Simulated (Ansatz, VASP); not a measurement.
**One calculation of Mg, two programs**

Contents of INCAR:

```
SYSTEM = Mg
PREC = Accurate
ENCUT = 520
EDIFF = 1E-8
ISMEAR = -1
SIGMA = 0.08
LREAL = .FALSE.
LASPH = .TRUE.
NELM = 80
ALGO = Normal
ISIF = 2
LWAVE = .FALSE.
LCHARG = .FALSE.
GGA = PE
LEFG = .TRUE.
NBANDS = 9
```

KPOINTS

```
regular mesh
0
G
  12 12 7
  0 0 0
```

File POSCAR:

```
Mg
1.0
    3.1443151174      0.0000000000      0.0000000000
   -1.5721575586      2.7230567692      0.0000000000
    0.0000000000      0.0000000000      5.1048716881
Mg
2
Direct
    0.3333333333      0.6666666667      0.2500000000
    0.6666666667      0.3333333333      0.7500000000
```

Input for Ansatz:

```yaml
crystal:
  lattice:
    - [3.1443151174, 0.0, 0.0]
    - [-1.5721575586, 2.7230567692, 0.0]
    - [0.0, 0.0, 5.1048716881]
  atoms:
    - { symbol: Mg, position: [0.3333333333, 0.6666666667, 0.25] }
    - { symbol: Mg, position: [0.6666666667, 0.3333333333, 0.75] }
kpoints:
  mp_grid: { grid: [12, 12, 7] }
scf:
  occupations: { method: fermi_dirac, width: 0.08 }
hamiltonian:
  xc: pbe
  pseudopotentials: { kind: paw }
output:
  forces: true
  stress: true
  eigenvalues: true
  efg: { contact_densities: true }
```

Change from the starting cell: volume scaled by 0.9405, PAW files.

Alike in both runs: task electric field gradients; functional PBE; k mesh 12 × 12 × 7; occupations fermi-dirac, width 0.08 eV; no spin polarisation.

|  | VASP | Ansatz |
| --- | --- | --- |
| version | VASP 6.6.1 | Ansatz 0.2.0 |
| potentials or method | VASP PAW PBE potentials, release 64 (Mg) | PAW with Ansatz's default frozen-core files, scalar-relativistic |
| plane-wave cutoff (eV) | 520 | 420 |
| valence electrons in the cell | 4 | 20 |

```csv
,VASP,Ansatz,Ansatz less VASP
pressure (GPa),1.8,1.9,+0.13
largest component of the traceless stress (GPa),0.57,0.57,-0.002
Vzz of the field gradient on the site that differs most (V/Å²),1.0,1.1,+0.10
```

With one functional, cell and mesh, what is left measures potentials, basis and numerics. The two sets of potentials don't hold the same shells in valence.
